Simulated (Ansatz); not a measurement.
TiO2:

```
Ti O
1.0
     5.58222    0.00000    0.00000
    -2.79111    4.83435    0.00000
     0.00000    0.00000    6.08247
Ti O
3 6
Direct
  0.46694 0.00000 0.33333
  0.00000 0.46694 0.66667
  0.53306 0.53306 0.00000
  0.58107 0.85143 0.12066
  0.72963 0.14857 0.54600
  0.27037 0.41893 0.78733
  0.85143 0.58107 0.87934
  0.14857 0.72963 0.45400
  0.41893 0.27037 0.21267
```

Measurements of this composition are mostly on another form, of space group No. 141.

| Item | Value |
| --- | --- |
| Program | Ansatz 0.2.0 |
| Task | relaxation of cell and atoms |
| Functional | BLYP |
| Dispersion | D4 |
| Potentials or basis | Ansatz PAW |
| Cutoff | 420 eV (not typed: the program's choice for these potentials) |
| k mesh | 6 × 6 × 5 |
| Occupations | fermi-dirac, width 0.05 eV |
| Spin | no spin polarisation |

At the start: volume 18.24 Å³/atom.

Problem. How do energy, volume and symmetry change on relaxing?

Solution. It ends after 9 steps and the volume is 18.95 Å³/atom (+3.9 %); space group P3_121 (No. 152, to 0.05 Å).

The path:
| step | energy change (eV) | largest force (eV/Å) | volume (Å³) |
| --- | --- | --- | --- |
| 1 | 0.0000 | 0.4526 | 164.14 |
| 2 | -0.0985 | 0.0931 | 172.19 |
| 3 | -0.1163 | 0.0294 | 170.75 |
| 4 | -0.1187 | 0.0212 | 170.50 |
| 5 | -0.1201 | 0.0052 | 170.30 |
| 6 | -0.1209 | 0.0022 | 170.05 |
| 7 | -0.1441 | 0.0022 | 170.05 |
| 8 | -0.1430 | 0.0030 | 170.55 |
| 9 | -0.1447 | 0.0030 | 170.55 |

Final structure:
```yaml
crystal:
  lattice:
    - [5.65029, 0.00000, 0.00000]
    - [-2.82515, 4.89330, 0.00000]
    - [0.00000, 0.00000, 6.16833]
  atoms:
    - { symbol: Ti, position: [0.46818, 0.00000, 0.33333] }
    - { symbol: Ti, position: [0.00000, 0.46818, 0.66667] }
    - { symbol: Ti, position: [0.53182, 0.53182, 0.00000] }
    - { symbol: O, position: [0.57807, 0.84400, 0.12675] }
    - { symbol: O, position: [0.73407, 0.15600, 0.53992] }
    - { symbol: O, position: [0.26593, 0.42193, 0.79341] }
    - { symbol: O, position: [0.84400, 0.57807, 0.87325] }
    - { symbol: O, position: [0.15600, 0.73407, 0.46008] }
    - { symbol: O, position: [0.42193, 0.26593, 0.20659] }
```

Caveat: the plane-wave basis is chosen anew once the cell has moved, so the energies of steps on either side of that aren't comparable; the pressure holds a Pulay correction of +0.5 GPa for the finite cutoff; the PAW data sets come from PBE, with cores solved anew for the run's functional, which leaves a small shift of forces and pressure.
